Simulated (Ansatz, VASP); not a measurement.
## SbPt: VASP beside Ansatz

```xyz
2
Lattice="0.0000 2.7544 2.7544 2.7544 0.0000 2.7544 2.7544 2.7544 0.0000" Properties=species:S:1:pos:R:3 pbc="T T T"
Pt    2.7544    2.7544    2.7544
Sb    0.0000    0.0000    0.0000
```

Alike in both runs: task single point; functional PBEsol; k mesh 10 × 10 × 10; occupations gaussian, width 0.05 eV; no spin polarisation.

|  | VASP | Ansatz |
| --- | --- | --- |
| version | VASP 6.6.1 | Ansatz 0.2.0 |
| potentials or method | VASP PAW PBE potentials, release 64 (Pt, Sb) | scalar-relativistic, plane waves, PAW |
| plane-wave cutoff (eV) | 520 | 420 |
| valence electrons in the cell | 15 | 33 |

|  | VASP | Ansatz | Ansatz less VASP |
| --- | --- | --- | --- |
| pressure (GPa) | -2.8 | -2.6 | +0.19 |

With one functional, cell and mesh, what is left measures potentials, basis and numerics. The two sets of potentials don't hold the same shells in valence.

Caveats: the PAW data sets were made with another functional, which shifts forces and pressure a little (VASP). Spin-orbit coupling is left out, which matters for the levels of Pt, Sb.
